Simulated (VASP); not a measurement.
Wanted: the native input for a VASP 6.6.1 run.

* Task: relaxation of cell and atoms
* Functional: PBE
* Potentials or basis: VASP PAW PBE potentials, release 54 (Mo, Se)
* Cutoff: 580 eV
* k mesh: 9 × 9 × 2
* Occupations: fermi-dirac, width 0.05 eV
* Spin: no spin polarisation
* Further INCAR settings: ALGO = Normal; EDIFF = 1e-06; IBRION = 2; EDIFFG = -0.005; NSW = 60; ISIF = 3

The structure of MoSe2 lies in POSCAR:

```
MoSe2
1.0
    3.2880000000      0.0000000000      0.0000000000
   -1.6440000000      2.8474915276      0.0000000000
    0.0000000000      0.0000000000     12.9000000000
Mo Se
2 4
Direct
    0.6666666667      0.3333333333      0.7500000000
    0.3333333333      0.6666666667      0.2500000000
    0.6666666667      0.3333333333      0.3750000000
    0.3333333333      0.6666666667      0.8750000000
    0.6666666667      0.3333333333      0.1250000000
    0.3333333333      0.6666666667      0.6250000000
```

The input as run:

INCAR

```
PREC = Accurate ; ENCUT = 580
EDIFF = 1E-6 ; ISMEAR = -1
SIGMA = 0.05 ; LREAL = F
LASPH = T ; NELM = 80
ALGO = Normal ; ISIF = 3
LWAVE = F ; LCHARG = F
GGA = PE ; IBRION = 2
NSW = 60 ; EDIFFG = -0.005
```

KPOINTS

```
Automatic mesh
0
Gamma
  9 9 2
```

Potentials or basis: VASP PAW PBE potentials, release 54 (Mo, Se).

The run is started by

```console
$ cat potpaw_PBE.54/Mo/POTCAR potpaw_PBE.54/Se/POTCAR > POTCAR
$ mpirun -np 1 vasp_std > vasp.out
```

It gave:

* Relaxed volume: 23.61 Å³/atom
* Relaxed cell: a = 3.318 Å, b = 3.318 Å, c = 14.857 Å, α = 90.00°, β = 90.00°, γ = 120.00°
* Space group after relaxing (to 0.05 Å): P6_3/mmc (No. 194)
* Energy gained by relaxing: 40.4 meV/atom
* Ionic steps: 48
* Pressure after relaxing: 0.0 GPa
* Largest force after relaxing: 0.005 eV/Å
* Band gap on the k mesh: 1.42 eV, direct

Caveat: the volume moved by over 15 % at a fixed basis, so the end points are rough; an odd mesh through Γ misses points on the zone boundary, where band edges often lie; this functional lacks dispersion, which binds the layers, so the pressure and a relaxed spacing across them are unreliable, and here the layers came unbound; the volume moved by +17 % from the deposited cell, more than functionals usually miss.

Wall time 17 min on 1 thread of Intel(R) Xeon(R) 6975P-C (Granite Rapids), on a shared host, peak memory 0.34 GiB.
